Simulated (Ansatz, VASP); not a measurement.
SrO: VASP beside Ansatz

```
Sr O
1.0
     0.00000    2.60362    2.60362
     2.60362    0.00000    2.60362
     2.60362    2.60362    0.00000
Sr O
1 1
Direct
  0.00000 0.00000 0.00000
  0.50000 0.50000 0.50000
```

Change from the starting cell: volume scaled by 1.04.

Alike in both runs: task single point; functional PBE; k mesh 8 × 8 × 8; occupations fermi-dirac, width 0.02 eV; no spin polarisation.

|  | VASP | Ansatz |
| --- | --- | --- |
| version | VASP 6.6.1 | Ansatz 0.2.0 |
| potentials or method | VASP PAW PBE potentials, release 64 (Sr_sv, O), cutoff 520 eV | all-electron LAPW, scalar-relativistic |

Ansatz gave:

- gap on the k mesh at the Fermi level (eV): 3.33
- pressure (GPa): -0.6

Task: Which values does VASP return?

Result: gap on the k mesh at the Fermi level (eV): 3.28; pressure (GPa): -0.1.

Ansatz ran all-electron here, so the differences hold the error of VASP's frozen core and of both bases.

A k mesh can miss the band edges.
